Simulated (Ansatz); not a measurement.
# Zn5H8O5: the cost of one run

Program: Ansatz 0.2.0. Level of theory: DFT PBE, scalar-relativistic, plane waves, PAW. These are calculated values, not measurements.

1 further run of the same task is left out (set aside as unsound or not needed).

**1. The system as given**

The structure is hexagonal, space group P6_3mc (No. 186). Conventional cell: a = 3.279 Å, b = 3.279 Å, c = 5.293 Å, α = 90.00°, β = 90.00°, γ = 120.00°. Zn (site symmetry 3m) is surrounded by 4 O at 2.00 to 2.01 Å. O (site symmetry 3m) has 4 Zn at 2.00 to 2.01 Å as nearest neighbours.

Coordinates:

```xyz
4
Lattice="3.2795 0.0000 0.0000 -1.6397 2.8401 0.0000 0.0000 0.0000 5.2933" Properties=species:S:1:pos:R:3 pbc="T T T"
Zn    0.0000    1.8934    2.6465
Zn    1.6397    0.9467   -0.0002
O     1.6397    0.9467    2.0064
O     0.0000    1.8934    4.6530
```

It is the result of an earlier relaxation at this level (volume 12.33 Å³/atom; gap on the mesh: 0.74 eV).

**2. Building the [001] wire, 20 host atoms a period with H caps**

The wire is cut from the relaxed crystal, periodic along c with vacuum across. Atoms and period relax; energies count from the bulk, -1943.4233 eV an atom. Each H cap counts from half an H2 molecule (-15.872 eV in a separate run).

The cell holds 10 Zn, 10 O, 16 H: a = 16.500 Å, b = 18.900 Å, c = 5.293 Å, α = 90.00°, β = 90.00°, γ = 90.00°.

**3. Relaxation**

Pressure and volume refer to the whole cell with its vacuum; only the period along c may change.

input.yaml reads:

```yaml
crystal:
  lattice:
    - [16.5, 0.0, 0.0]
    - [0.0, 18.9, 0.0]
    - [0.0, 0.0, 5.2933196379]
  atoms:
    - { symbol: Zn, position: [0.4503106609, 0.374773934, 0.4999697863] }
    - { symbol: Zn, position: [0.3509319827, 0.5250452132, 0.4999697863] }
    - { symbol: Zn, position: [0.6490680173, 0.374773934, 0.4999697863] }
    - { symbol: Zn, position: [0.5496893391, 0.5250452132, 0.4999697863] }
    - { symbol: Zn, position: [0.4503106609, 0.6753164924, 0.4999697863] }
    - { symbol: Zn, position: [0.5496893391, 0.3246835076, 0.9999697863] }
    - { symbol: Zn, position: [0.4503106609, 0.4749547868, 0.9999697863] }
    - { symbol: Zn, position: [0.3509319827, 0.625226066, 0.9999697863] }
    - { symbol: Zn, position: [0.6490680173, 0.4749547868, 0.9999697863] }
    - { symbol: Zn, position: [0.5496893391, 0.625226066, 0.9999697863] }
    - { symbol: O, position: [0.5496893391, 0.3246835076, 0.3790402137] }
    - { symbol: O, position: [0.4503106609, 0.4749547868, 0.3790402137] }
    - { symbol: O, position: [0.3509319827, 0.625226066, 0.3790402137] }
    - { symbol: O, position: [0.6490680173, 0.4749547868, 0.3790402137] }
    - { symbol: O, position: [0.5496893391, 0.625226066, 0.3790402137] }
    - { symbol: O, position: [0.4503106609, 0.374773934, 0.8790402137] }
    - { symbol: O, position: [0.3509319827, 0.5250452132, 0.8790402137] }
    - { symbol: O, position: [0.6490680173, 0.374773934, 0.8790402137] }
    - { symbol: O, position: [0.5496893391, 0.5250452132, 0.8790402137] }
    - { symbol: O, position: [0.4503106609, 0.6753164924, 0.8790402137] }
    - { symbol: H, position: [0.3732419235, 0.3359285198, 0.4061882061] }
    - { symbol: H, position: [0.2738632453, 0.486199799, 0.4061882061] }
    - { symbol: H, position: [0.7261367547, 0.3359285198, 0.4061882061] }
    - { symbol: H, position: [0.4503106609, 0.7530073208, 0.4061882061] }
    - { symbol: H, position: [0.5496893391, 0.2469926792, 0.9061882061] }
    - { symbol: H, position: [0.2738632453, 0.6640714802, 0.9061882061] }
    - { symbol: H, position: [0.7261367547, 0.513800201, 0.9061882061] }
    - { symbol: H, position: [0.6267580765, 0.6640714802, 0.9061882061] }
    - { symbol: H, position: [0.5496893391, 0.276064086, 0.4377293316] }
    - { symbol: H, position: [0.3027018696, 0.6495357768, 0.4377293316] }
    - { symbol: H, position: [0.6972981304, 0.4992644976, 0.4377293316] }
    - { symbol: H, position: [0.5979194522, 0.6495357768, 0.4377293316] }
    - { symbol: H, position: [0.4020805478, 0.3504642232, 0.9377293316] }
    - { symbol: H, position: [0.3027018696, 0.5007355024, 0.9377293316] }
    - { symbol: H, position: [0.6972981304, 0.3504642232, 0.9377293316] }
    - { symbol: H, position: [0.4503106609, 0.723935914, 0.9377293316] }
basis:
  ecutwfc: 420
kpoints:
  mp_grid: { grid: [1, 1, 6] }
hamiltonian:
  xc: pbe
scf:
  occupations: { method: gaussian, width: 0.05 }
output:
  forces: true
  stress: true
  eigenvalues: true
  populations: true
  write_density: true
  write_potential: true
  elf: true
  volumetric_format: npy
relax:
  adjacent_minimum: "off"
  f_tol: 0.02
  max_steps: 45
  cell: { fix: [a, b, alpha, beta, gamma], stress_tol: 0.03 }
```

Command:

```console
$ ansatz run input.yaml --threads 4 --pin off --max-ram 12288MiB --backend cpu --events-out ev --progress --plain --runs-dir out
```

**Question.** How long does this run take on 4 threads of Intel Xeon 6975P-C (Granite Rapids), shared host, and how much memory does it need?

About 3.8 min, with a peak of 3.5 GiB.
